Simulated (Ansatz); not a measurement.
# Hf in Pt(111), 2x2: scattering by a point defect

Wanted: the reflection from a plane of defects, Hf in Pt(111), 2x2, and the resistivity it implies.

Main program and level: Ansatz 0.2.0; Ansatz plane-wave DFT, PBE, PAW files; ballistic transport by layer matching (Landauer), zero bias; PAW set soft_1, in the first sound run; inputs show where later runs differ.

## 1. Set-up

The cell holds 44 atoms: 43 Pt and 1 Hf. Cell: a = 5.546 Å, b = 5.546 Å, c = 24.958 Å, α = 86.8°, β = 93.2°, γ = 120.0°. It derives from Pt. Regions: lead, 24 atoms (24 Pt); scattering region, 20 atoms (19 Pt and 1 Hf). The structure is stacked along c, and the current runs across the ab planes.

## 2. Transmission at ideal sites

The defect sits in one plane of the supercell, all atoms on ideal sites; the layers about the cell's end are the lead. The mesh across the current, 12×12, is finer than the density's, because channels open and close sharply across the zone. Energies from -0.1 to 0.1 eV in steps of 0.05 eV are too few for the program's thermal sum, so it prints no conductance; for a metal the transmission near the Fermi level serves, at a fraction of the cost.

The input, input.yaml:

```yaml
crystal:
  lattice:
    - [5.5462627489, 0.0, 0.0]
    - [-2.7731313745, 4.8032044366, 0.0]
    - [-1.3865656872, 0.8005340728, 24.9067751428]
  atoms:
    - { symbol: Pt, position: [0.0075757576, 0.9924242424, 0.0454545455] }
    - { symbol: Pt, position: [0.0075757576, 0.4924242424, 0.0454545455] }
    - { symbol: Pt, position: [0.5075757576, 0.9924242424, 0.0454545455] }
    - { symbol: Pt, position: [0.5075757576, 0.4924242424, 0.0454545455] }
    - { symbol: Pt, position: [0.1893939394, 0.3106060606, 0.1363636364] }
    - { symbol: Pt, position: [0.1893939394, 0.8106060606, 0.1363636364] }
    - { symbol: Pt, position: [0.6893939394, 0.3106060606, 0.1363636364] }
    - { symbol: Pt, position: [0.6893939394, 0.8106060606, 0.1363636364] }
    - { symbol: Pt, position: [0.3712121212, 0.1287878788, 0.2272727273] }
    - { symbol: Pt, position: [0.3712121212, 0.6287878788, 0.2272727273] }
    - { symbol: Pt, position: [0.8712121212, 0.1287878788, 0.2272727273] }
    - { symbol: Pt, position: [0.8712121212, 0.6287878788, 0.2272727273] }
    - { symbol: Pt, position: [0.053030303, 0.946969697, 0.3181818182] }
    - { symbol: Pt, position: [0.053030303, 0.446969697, 0.3181818182] }
    - { symbol: Pt, position: [0.553030303, 0.946969697, 0.3181818182] }
    - { symbol: Pt, position: [0.553030303, 0.446969697, 0.3181818182] }
    - { symbol: Pt, position: [0.2348484848, 0.2651515152, 0.4090909091] }
    - { symbol: Pt, position: [0.2348484848, 0.7651515152, 0.4090909091] }
    - { symbol: Pt, position: [0.7348484848, 0.2651515152, 0.4090909091] }
    - { symbol: Pt, position: [0.7348484848, 0.7651515152, 0.4090909091] }
    - { symbol: Hf, position: [0.4166666667, 0.0833333333, 0.5] }
    - { symbol: Pt, position: [0.4166666667, 0.5833333333, 0.5] }
    - { symbol: Pt, position: [0.9166666667, 0.0833333333, 0.5] }
    - { symbol: Pt, position: [0.9166666667, 0.5833333333, 0.5] }
    - { symbol: Pt, position: [0.0984848485, 0.9015151515, 0.5909090909] }
    - { symbol: Pt, position: [0.0984848485, 0.4015151515, 0.5909090909] }
    - { symbol: Pt, position: [0.5984848485, 0.9015151515, 0.5909090909] }
    - { symbol: Pt, position: [0.5984848485, 0.4015151515, 0.5909090909] }
    - { symbol: Pt, position: [0.2803030303, 0.2196969697, 0.6818181818] }
    - { symbol: Pt, position: [0.2803030303, 0.7196969697, 0.6818181818] }
    - { symbol: Pt, position: [0.7803030303, 0.2196969697, 0.6818181818] }
    - { symbol: Pt, position: [0.7803030303, 0.7196969697, 0.6818181818] }
    - { symbol: Pt, position: [0.4621212121, 0.0378787879, 0.7727272727] }
    - { symbol: Pt, position: [0.4621212121, 0.5378787879, 0.7727272727] }
    - { symbol: Pt, position: [0.9621212121, 0.0378787879, 0.7727272727] }
    - { symbol: Pt, position: [0.9621212121, 0.5378787879, 0.7727272727] }
    - { symbol: Pt, position: [0.1439393939, 0.8560606061, 0.8636363636] }
    - { symbol: Pt, position: [0.1439393939, 0.3560606061, 0.8636363636] }
    - { symbol: Pt, position: [0.6439393939, 0.8560606061, 0.8636363636] }
    - { symbol: Pt, position: [0.6439393939, 0.3560606061, 0.8636363636] }
    - { symbol: Pt, position: [0.3257575758, 0.1742424242, 0.9545454545] }
    - { symbol: Pt, position: [0.3257575758, 0.6742424242, 0.9545454545] }
    - { symbol: Pt, position: [0.8257575758, 0.1742424242, 0.9545454545] }
    - { symbol: Pt, position: [0.8257575758, 0.6742424242, 0.9545454545] }
kpoints:
  mp_grid: { grid: [5, 5, 1] }
hamiltonian:
  xc: pbe
  pseudopotentials: { kind: paw, azcp: { folder: soft_1 } }
scf:
  occupations: { method: fermi_dirac, width: 0.1 }
output:
  transmission: { leads: [[0, 4]], kmesh: [12, 12], e_range: [-0.1, 0.1], de: 0.05 }
  write_potential: true
  write_density: true
  volumetric_format: npy
  elf: true
```

Launch:

```sh
> ansatz run input.yaml --threads 4 --pin off --max-ram 15360MiB --backend cpu --events-out ev --progress --plain --runs-dir out
```

Numbers of over 12 decimals in the logs are rounded to 6 here.

Output:

```text
Engine: ansatz 0.2.0, aarch64-unknown-linux-gnu
Pseudopotentials: kind: paw
Pseudopotential: Pt, paw, valence charge 18, recommended cutoff 420 eV (normal), soft_1/Pt.paw.azcp
Pseudopotential: Hf, paw, valence charge 26, recommended cutoff 420 eV (normal), soft_1/Hf.paw.azcp
Functional definition: PBE
  parameter kappa = 0.804
  parameter beta = 0.066725
  exchange = pbe_x(kappa = kappa, mu = beta*pi^2/3)
  correlation = pbe_c(beta = beta)
Crystal: 44 atoms, lattice volume = 663.512 Å³
Basis set: ecut = 420 eV, 13001 PW (Γ)
Bands: 480, of which v1, the nominal top of the filled ones, is band 400 counted from 1 (399 counted from 0)
Symmetry: 4 space group operations
Space group: C2/m (ITA 12), of the structure as read, at distance tolerance 8.7e-5 Å
k-points: 9 of 25
Non-local potential: Pt, projectors of the file, l = 0: 3, l = 1: 2, l = 2: 2, l = 3: 1
Non-local potential: Hf, projectors of the file, l = 0: 3, l = 1: 2, l = 2: 2, l = 3: 3
PAW form: soft (Blöchl's): semilocal exchange-correlation on the pseudo side does not see the compensation charge
PAW one-centre angular grid: Pt, 590 points (default); XC on 64 Gauss nodes
PAW one-centre angular grid: Hf, 590 points (default); XC on 64 Gauss nodes
Initial density: superposition of atomic densities (chi_scale 0.1, normalization cell, long waves of neutral atoms (reshape's long-wave potential 4.94 eV rms, cloud 3.11 Å wide))
Initial wavefunctions: pseudopotential atomic-orbital guess
Functional: x = pbe(κ = 0.804, μ = 0.219515), c = pbe(β = 0.066725)
SCF iter   1: F=—  HF=-554339.220370 eV  |F-HF|=—  |Δ(HF+E_count)|=         —  Δρ=1.51e-1  dr2=9.86e2  ethr=3.10e-3  ⟨swp⟩=4.7  Hψ=13162  notcnv=0  defer=166
preconditioner: auto → Kerker (q_TF=auto, 2.815 Å⁻¹)  [metal: Δε(μ)=0.008 eV  Ē_g=8.982 eV  σ=0.100 eV  W_gap=0.02  n_scr=272 (ndim 8)  ℏωp=30.5 eV  f_vac=0.000  D(μ)=64.68/eV (n_scr^D=844)]
SCF iter   2: F=—  HF=-554298.640592 eV  |F-HF|=—  |Δ(HF+E_count)|=    4.06e1  Δρ=6.02e-2  dr2=1.53e2  ethr=3.10e-3  ⟨swp⟩=3.0  Hψ=10901  notcnv=0  defer=365
SCF iter   3: F=—  HF=-554291.309873 eV  |F-HF|=—  |Δ(HF+E_count)|=    7.33e0  Δρ=2.21e-2  dr2=3.74e1  ethr=3.10e-3  ⟨swp⟩=4.1  Hψ=9961  notcnv=0  defer=367
SCF iter   4: F=—  HF=-554288.894245 eV  |F-HF|=—  |Δ(HF+E_count)|=    2.42e0  Δρ=1.25e-2  dr2=1.96e1  ethr=3.10e-3  ⟨swp⟩=3.7  Hψ=8030  notcnv=0  defer=376
SCF iter   5: F=—  HF=-554288.724284 eV  |F-HF|=—  |Δ(HF+E_count)|=   1.70e-1  Δρ=5.59e-3  dr2=5.56e0  ethr=2.45e-3  ⟨swp⟩=1.0  Hψ=4290  notcnv=0  defer=377
SCF iter   6: F=—  HF=-554288.527620 eV  |F-HF|=—  |Δ(HF+E_count)|=   1.97e-1  Δρ=1.64e-3  dr2=5.67e-1  ethr=6.95e-4  ⟨swp⟩=2.0  Hψ=4734  notcnv=0  defer=382
SCF iter   7: F=—  HF=-554288.530254 eV  |F-HF|=—  |Δ(HF+E_count)|=   2.63e-3  Δρ=1.33e-3  dr2=2.77e-1  ethr=7.08e-5  ⟨swp⟩=2.0  Hψ=5527  notcnv=0  defer=382
SCF iter   8: F=—  HF=-554288.526557 eV  |F-HF|=—  |Δ(HF+E_count)|=   3.70e-3  Δρ=7.98e-4  dr2=4.87e-2  ethr=3.46e-5  ⟨swp⟩=1.0  Hψ=3932  notcnv=0  defer=382
SCF iter   9: F=—  HF=-554288.525175 eV  |F-HF|=—  |Δ(HF+E_count)|=   1.38e-3  Δρ=5.05e-4  dr2=2.26e-2  ethr=6.09e-6  ⟨swp⟩=1.0  Hψ=3932  notcnv=0  defer=382
SCF iter  10: F=—  HF=-554288.524301 eV  |F-HF|=—  |Δ(HF+E_count)|=   8.73e-4  Δρ=6.14e-5  dr2=1.97e-4  ethr=2.83e-6  ⟨swp⟩=2.0  Hψ=5957  notcnv=0  defer=382
SCF iter  11: F=—  HF=-554288.524248 eV  |F-HF|=—  |Δ(HF+E_count)|=   5.34e-5  Δρ=1.76e-5  dr2=8.51e-6  ethr=2.46e-8  ⟨swp⟩=2.1  Hψ=6318  notcnv=0  defer=382
SCF iter  12: F=—  HF=-554288.525034 eV  |F-HF|=—  |Δ(HF+E_count)|=   7.86e-4  Δρ=4.51e-6  dr2=3.54e-7  ethr=1.06e-9  ⟨swp⟩=2.0  Hψ=6814  notcnv=0  defer=384
SCF iter  13: F=-554288.525034 eV  HF=-554288.525034 eV  |F-HF|=3.80e-8  |Δ(HF+E_count)|=   1.66e-8  Δρ=1.33e-6  dr2=3.19e-8  ethr=1.25e-11  ⟨swp⟩=9.7  Hψ=14528  notcnv=0
SCF 1 converged in 13 iterations: F = -554288.525034 eV  dr2 = 3.19e-8
  greatest PAW one-centre occupation: 1.000 electrons in one spin orbital (limit 2), on the Pt atom at site 22 (counted from 0), in its partial waves of l = 0
transmission: 192 of 1892 steps passed
transmission: 380 of 1892 steps passed
[...]
transmission: 1892 of 1892 steps passed
SCF converged after 13 iterations
Free energy (F): -554288.525034 eV
Harris-Foulkes:  -554288.525034 eV  (|F-HF|=3.80e-8)
Internal energy: -554286.228269 eV  (E = F + TS)
E sigma→0 (E₀):  -554287.376652 eV
Entropy (-TS):   -2.296765 eV (-52.199 meV/atom)
Fermi energy:    23.543904 eV
--- Per-component energies (eV) ---
  E_band       = -5317.061616
  E_kinetic    = 26110.399861
  E_local      = -67661.639696  (includes V_loc(G=0)·N_el)
  E_nonlocal   = 8826.233079
  E_hartree    = 26538.104734
  E_xc         = -10275.013556
  E_vxc        = -11949.599868  (∫ρ·V_xc dr)
  E_paw        = -415507.106070  (= ΣΔE_a)
  E_vpaw       = -13718.710017  (= ΣTr[D̂ρ^β])
  E_aug_tail   = 0.048007  (compensation charges beyond the density's cutoff)
  E_ewald      = -122317.254629
  E_smearing   = -2.296765  (= −TS)
  E_closure    = 0.000000  (closes the sum)
  Σ components = -554288.525034   (vs F -554288.525034, Δ=0.00e0)
--- Band table (eV; the first three rows and the last of 9) ---
  k-point 0: bands = [... 396 lower, 23.7119, 23.7244, 23.7565, 23.7635, 23.7806, 23.8066, 23.8163, 23.8331, ... 76 higher]
  k-point 1: bands = [... 396 lower, 23.5047, 23.5365, 23.5607, 23.5669, 23.5788, 23.6225, 23.6441, 23.6642, ... 76 higher]
  k-point 2: bands = [... 396 lower, 23.4903, 23.5063, 23.5271, 23.5723, 23.5940, 23.6082, 23.6486, 23.6823, ... 76 higher]
  k-point 8: bands = [... 396 lower, 23.4846, 23.5183, 23.5531, 23.5845, 23.6258, 23.6354, 23.6746, 23.6926, ... 76 higher]
--- Transmission ---
  basis      : 241 plane waves across, 44 finite elements along
  points     : 43, standing for a mesh of 12 x 12
  energies   : 5 from -0.100000 to 0.100000 eV about the Fermi level, 0.050000 eV apart; the leads are filled to 0.000000 eV, and channels, transmission and decay are at 0.000000 eV
  crystal 0  : Pt4, at the sites [0, 4], period 2.2643 Å, over 22.64 Å; its Hamiltonian steps by up to 7.0 meV
    offset         : up to 0.0000 Å between an atom of the period and one for which it stands
    channels       : 7.368056e0 a spin
    conductance    : none, the energies end too early or step too widely for 300 K: set another output.transmission.e_range or a lower de, or, where they end at an eighth of basis.ecutwfc, a higher one
  junction   : crystal 0 to crystal 0, 0.70 to 23.34 Å
    transmission   : 4.548323e0 a spin
    conductance    : none, the energies end too early or step too widely for 300 K: set another output.transmission.e_range or a lower de, or, where they end at an eighth of basis.ecutwfc, a higher one
```

Elapsed: 7.8 min, on 4 threads of Arm Neoverse V1, shared host; peak memory 5.9 GiB.

Numbers from this step:

```yaml
free_energy: -554288.5250 eV
energy_at_zero_smearing: -554287.3767 eV
fermi_energy: 23.54 eV
cell_area: 26.64 Å²
transmission_per_spin_nearest_the_fermi_level: 4.548
open_channels_per_spin_nearest_the_fermi_level: 7.368
step_of_the_lead_s_potential: 7 meV
```

Per spin. Table of transmission, zone mean by energy, zero at the Fermi level:

| energy (eV) | transmission, zone mean |
| --- | --- |
| -0.1000 | 4.98 |
| -0.0500 | 4.80 |
| 0.0000 | 4.55 |
| 0.0500 | 4.08 |
| 0.1000 | 3.63 |

Per spin. The open channels, zone mean, lead by energy, zero at the Fermi level:

| energy (eV) | open channels, zone mean, lead |
| --- | --- |
| -0.1000 | 7.89 |
| -0.0500 | 7.54 |
| 0.0000 | 7.37 |
| 0.0500 | 5.98 |
| 0.1000 | 5.35 |

Transmission over k1 and k2. At 0.0000 eV from the Fermi level.

Ten even steps from '_' (2.73) to '@' (6.26):
```
@@%%##----##%%@@........
::####++..++####::..__..
++--++##----##++--++....
::--..--%%..%%--..--::..
@@##++--..@@@@..--++##@@
@@%%####%%@@..@@%%####%%
@@@@##++--..@@@@..--++##
::..::--..--%%..%%--..--
++....++--++##----##++--
::..__..::####++..++####
@@........@@%%##----##%%
@@@@::++::@@@@@@::++::@@
```
Columns: k1 (b1) from -0.5 to 0.417; rows upwards: k2 (b2) from -0.5 to 0.417.

Open channels over k1 and k2. At 0.0000 eV from the Fermi level.

Values, 12 rows by 12 columns:
```
10.0  8.0  8.0  6.0  6.0  8.0  8.0 10.0  6.0  6.0  6.0  6.0
 7.0  8.0  8.0  7.0  6.0  7.0  8.0  8.0  7.0  6.0  3.0  6.0
 9.0  6.0  7.0  8.0  6.0  6.0  8.0  7.0  6.0  9.0  6.0  6.0
 7.0  6.0  6.0  6.0 10.0  4.0 10.0  6.0  6.0  6.0  7.0  6.0
10.0  8.0  7.0  6.0  4.0 11.0 11.0  4.0  6.0  7.0  8.0 10.0
10.0  8.0  8.0  8.0 10.0 11.0  5.0 11.0 10.0  8.0  8.0  8.0
10.0 10.0  8.0  7.0  6.0  4.0 11.0 11.0  4.0  6.0  7.0  8.0
 7.0  6.0  7.0  6.0  6.0  6.0 10.0  4.0 10.0  6.0  6.0  6.0
 9.0  6.0  6.0  9.0  6.0  7.0  8.0  6.0  6.0  8.0  7.0  6.0
 7.0  6.0  3.0  6.0  7.0  8.0  8.0  7.0  6.0  7.0  8.0  8.0
10.0  6.0  6.0  6.0  6.0 10.0  8.0  8.0  6.0  6.0  8.0  8.0
10.0 10.0  7.0  9.0  7.0 10.0 10.0 10.0  7.0  9.0  7.0 10.0
```
Columns: k1 (b1) from -0.5 to 0.417; rows upwards: k2 (b2) from -0.5 to 0.417.

ELF in the ca plane at fractional y = 0.083, with atoms of Hf and Pt within 0.2 Å of it. It is the smooth field of the valence electrons, not physical close to the nuclei.

Ten even steps from '0' (0.13) to '9' (0.85), each cell a mean:
```
11111455421111100011111356652111100001111145
11112566531111100011111356652111110011111134
11112566531111100011111245542111211123332112
11112455421122211112211234321122321124542111
11111232211244321123322222212223321124542111
11100111111355421123322100001222211123321123
11100112111244321112221036520222110011111135
11111344321122210011220289971122100001111146
11112565531111100011220499982022100001111135
11112566531111100011220389961121110012221123
11112565521111110111221036520222211124442111
11111344311233311122222000001223321234552111
11111122111355421123322112222223321124442112
11100111111355421123211223321112211112211124
11111122211233311111111245542111110001111145
```
Columns run along c (16.0 Å, from fractional 0.13 to 0.78 of the cell), rows up along a (5.5 Å). Atoms in or near the plane, at fractional coordinates: Hf at (0.50, 0.42), Pt at (0.50, 0.92).

Electrostatic potential energy in the ca plane at fractional y = 0.083, with atoms of Hf and Pt within 0.2 Å of it. With pseudopotentials it is smooth inside the atoms' cores, unlike the true potential.

Values in eV, 8 rows by 16 columns, each cell a mean:
```
 23  15 -32   5  22  24  25  24  -3 -39  10  24  25  24  23  -8
 23  12 -36   4  20  23  23  21  11 -17  19  16  22   5   6  19
 21  23  10  21  -7   6  16   9  22  18  22   5  19  -3   1  20
 19  24  15  21  -3  10  20  17  14  -3  17  19  24  20  21  -6
 23  15 -32   5  22  24  25  24   4  -3  11  24  25  23  23  -8
 23  12 -36   4  20  23  23  21  11  -3  17  16  22   5   6  19
 21  23  10  21  -7   6  16   9  22  18  22   5  19  -3   1  20
 19  24  15  21  -3  10  20  17  15 -14  18  19  24  20  21  -6
```
Columns run along c (16.0 Å, from fractional 0.13 to 0.78 of the cell; values clipped at the 3rd and 97th percentile), rows up along a (5.5 Å). Atoms in or near the plane, at fractional coordinates: Hf at (0.50, 0.42), Pt at (0.50, 0.92).

Valence density in the ca plane at fractional y = 0.083, with atoms of Hf and Pt within 0.2 Å of it. It is the smooth field of the valence electrons, not physical close to the nuclei.

Values in e/Å³, 8 rows by 16 columns, each cell a mean:
```
 0  1  6  1  0  0  0  0  2  9  1  0  0  0  0  3
 0  1  7  2  0  0  0  0  1  4  1  1  0  1  1  1
 0  0  1  0  2  1  1  1  0  0  0  1  0  2  2  0
 0  0  1  0  2  1  0  1  1  4  0  0  0  0  0  3
 0  1  6  1  0  0  0  0  3 28  1  0  0  0  0  3
 0  1  7  2  0  0  0  0  1  5  0  1  0  1  1  1
 0  0  1  0  2  1  1  1  0  0  0  1  0  2  2  0
 0  0  1  0  2  1  0  1  1  3  1  0  0  0  0  3
```
Columns run along c (16.0 Å, from fractional 0.13 to 0.78 of the cell), rows up along a (5.5 Å). Atoms in or near the plane, at fractional coordinates: Hf at (0.50, 0.42), Pt at (0.50, 0.92).

Over the solved energies the transmission per spin lies between 3.63 and 4.98, out of 6.83 channels of the lead on average (up to 7.89).

## 3. Resistance at ideal sites

This step: Ansatz plane-wave DFT, PBE, PAW files; ballistic transport by layer matching (Landauer), zero bias; area resistance of the defect plane and resistivity an atomic per cent; PAW set soft_1 (Ansatz 0.2.0).

This step gave:

| Item | Value |
| --- | --- |
| area resistance | 0.2749 fΩ m² |
| T over the leads' mean channel count | 0.6424 |
| resistivity per at.% scaled from this dense plane, with the factor 3/4 for isotropic scattering | 3.642 µΩ cm |

Averaged over the energies near the Fermi level, 64.2 % of the channels pass, which makes 0.275 fΩ m².

By hand, with T and the leads' channels N averaged over the energies near the Fermi level: RA = A (h/2e²)(1/T − 1/N) = 26.64×10⁻²⁰ m² × 12 906 Ω × (1/4.473 − 1/6.963) = 0.275 fΩ m². Per atomic per cent: RA × A / V_atom × 0.01 × 3/4 = 3.64 µΩ cm, with the host's V_atom = 15.08 Å³.

[end of part 1 of 3]

[Logs are printed without paths, hosts, clocks, repeated set-up lines and the standing remarks that a program may print on its own settings, such as how far it seeks lower states.]

[Hosts, paths, dates, database ids (printed as entryN), source tags and the programs' standing remarks are cut or masked in the printed files.]
